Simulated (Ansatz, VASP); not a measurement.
# AlN in VASP and in Ansatz

```
CELL_PARAMETERS angstrom
3.31212 0.00000 0.00000
-1.65606 2.86838 0.00000
0.00000 0.00000 4.18756
ATOMIC_POSITIONS crystal
Al 0.33333 0.66667 0.75000
Al 0.66667 0.33333 0.25000
N 0.33333 0.66667 0.25000
N 0.66667 0.33333 0.75000
```

Measurements of this composition are mostly on another form, of space group No. 186.

Alike in both runs: task single point; functional LDA; k mesh 12 × 12 × 6; no spin polarisation.

```csv
,VASP,Ansatz
version,VASP 6.6.1,Ansatz 0.2.0
potentials or method,"VASP PAW LDA potentials, release 64 (Al, N)","plane waves, PAW"
plane-wave cutoff (eV),520,420
occupations,"gaussian, width 0.01 eV",fixed
valence electrons in the cell,16,16
```

```tsv
	VASP	Ansatz	Ansatz less VASP
gap on the k mesh at the Fermi level (eV)	3.28	3.28	-0.009
```

A k mesh can miss the band edges. A hybrid or GW would open this gap; LDA tends to underestimate it.
